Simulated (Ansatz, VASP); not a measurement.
## NaF: VASP beside Ansatz

```xyz
2
Lattice="0.0000 2.3349 2.3349 2.3349 0.0000 2.3349 2.3349 2.3349 0.0000" Properties=species:S:1:pos:R:3 pbc="T T T"
Na    0.0000    0.0000    0.0000
F     2.3349    2.3349    2.3349
```

Alike in both runs: functional PBE; k mesh 8 × 8 × 8; occupations gaussian, width 0.02 eV; no spin polarisation.

Ansatz relaxed the structure, and its values are those at the end. VASP's run is a single point on that final structure, the one shown.

|  | VASP | Ansatz |
| --- | --- | --- |
| version | VASP 6.6.1 | Ansatz 0.2.0 |
| potentials or method | VASP PAW PBE potentials, release 64 (Na_pv, F) | scalar-relativistic, plane waves, PAW |
| plane-wave cutoff (eV) | 520 | 420 |
| valence electrons in the cell | 14 | 16 |

VASP gave:

* gap on the k mesh at the Fermi level (eV): 6.18
* least direct gap on the mesh (eV): 6.18
* pressure (GPa): 0.8

Estimate Ansatz's values.

gap on the k mesh at the Fermi level (eV): 6.19; least direct gap on the mesh (eV): 6.19; pressure (GPa): 0.9.

The two sets of potentials don't hold the same shells in valence.
